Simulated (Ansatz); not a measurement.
Runs of Ansatz 0.2.0 on InP. Symmetry: F-43m, No. 216, cubic system. Conventional cell: a = 5.861 Å, b = 5.861 Å, c = 5.861 Å, α = 90.00°, β = 90.00°, γ = 90.00°. In (site symmetry -43m) has 4 P at 2.54 Å as nearest neighbours. P (site symmetry -43m) is surrounded by 4 In at 2.54 Å. 

```csv
task,level,potentials or basis,k mesh,cutoff (eV),smearing,basis error allowed,mesh quality,gap on the mesh (eV),pressure (GPa)
Born charges,LDA,all-electron PAW datasets made for the crystal,8 × 8 × 8,270,fixed,-,not flagged,(a),-
single point,PBEsol,"all-electron LAPW, scalar-relativistic",8 × 8 × 8,245,gaussian 0.05 eV,0.001 eV/atom,not flagged,(b),0.6
single point,PBE,"all-electron LAPW, scalar-relativistic",3 × 3 × 3,204,fermi-dirac 0.06 eV,0.004 eV/atom,coarse,0.68,4.2
single point,PBE,"all-electron LAPW, scalar-relativistic",8 × 8 × 8,245,gaussian 0.019 eV,0.001 eV/atom,not flagged,0.71,3.3
single point,PBE,"all-electron LAPW, scalar-relativistic",8 × 8 × 8,245,gaussian 0.023 eV,0.001 eV/atom,not flagged,0.71,3.3
```

Alike in all rows: no spin polarisation; cell as given.

Fill in the values left out.

(a) 0.48; (b) 0.61.

Caveats: some runs use coarse meshes; spin-orbit coupling is left out, which moves the levels of the heavy elements; the program warned that the printed levels may be off, so bands, gaps and densities of states are rough (some runs).

A k mesh can miss the band edges, and the runs leave out spin-orbit coupling on In.

The runs don't all hold the same shells in valence.
